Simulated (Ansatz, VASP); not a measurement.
# WC: 3 runs at one level of theory

The starting cell:

```
CELL_PARAMETERS angstrom
2.90650 0.00000 0.00000
-1.45325 2.51710 0.00000
0.00000 0.00000 2.83660
ATOMIC_POSITIONS crystal
W 0.00000 0.00000 0.00000
C 0.66667 0.33333 0.50000
```

Alike in all runs: task relaxation of cell and atoms; functional BLYP; dispersion D4; k mesh 10 × 10 × 9; occupations fermi-dirac, width 0.05 eV; no spin polarisation; no spin-orbit coupling.

| program and potentials | plane-wave cutoff (eV) | notes | equilibrium volume (Å³/atom) |
| --- | --- | --- | --- |
| Ansatz, Ansatz PAW | 420 | potentials made for PBE, which Ansatz adapts in part | 10.49 |
| Ansatz, all-electron LAPW, scalar-relativistic | - | - | 10.49 |
| VASP, PBE PAW files C, W_sv, 600 eV | 600 | potentials made for PBE | 10.56 |

The equilibrium volume spans 10.49 (Ansatz, Ansatz PAW) to 10.56 Å³/atom (VASP, PBE PAW files C, W_sv, 600 eV), with all-electron results at 10.49. Some sets were made for another functional than the one run, which can shift their rows. Relaxations stop with a little pressure left, so the last digit of a volume isn't settled.

The functional is the same throughout but for its coding, so the spread measures potentials, basis and numerics; runs on potential files found faulty are left out.
